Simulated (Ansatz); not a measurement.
L1₀ (CuAu-type) CoPt, treated with LDA in Ansatz (PAW).

Run with plane-wave cutoff 520 eV, 20×20×16 k mesh (along the axes of the cell as run), Fermi–Dirac smearing 0.05 eV, spin-polarised with parallel moments, scalar-relativistic PAW data made under PBE.

Shape and atoms are relaxed at each volume.

Pressure at four volumes; x = ln(V/12.594 Å³). One pressure is withheld.

| V (Å³/atom) | x | P (GPa) |
|---|---|---|
| 12.091 | -0.0408 | ? |
| 12.343 | -0.0201 | 5.78 |
| 12.594 | 0.0000 | 0.00 |
| 13.098 | 0.0392 | -9.71 |

Task: Pass a parabola P(x) through the three rows shown, estimate the bulk modulus and its pressure derivative near zero pressure, and predict the withheld pressure.

Result: Slopes between the rows: (0.00 − (5.78))/(0.0000 − (-0.0201)) = -287.56 and (-9.71 − (0.00))/(0.0392 − (0.0000)) = -247.70 GPa. Their difference over the span 0.0593 is c = 39.86/0.0593 = 672.2 GPa, so P(x) = 5.78 + (-287.56)(x − (-0.0201)) + 672.2 (x − (-0.0201))(x − (0.0000)). At the middle row B = −dP/dx = −[-287.56 + 672.2 × 0.0201] = 274.0 GPa, and B′ = dB/dP = 2c/B = 4.9. At x = -0.0408 the parabola gives 12.30 GPa; the run gives 12.22 GPa. The Birch–Murnaghan fit to the energies at all volumes has B0 = 272 GPa and B′ = 4.8.

Note: the bulk modulus comes from volumes at which shape and atoms were relaxed.

Spin–orbit coupling is not included.

Ansatz is a program for electronic structure.
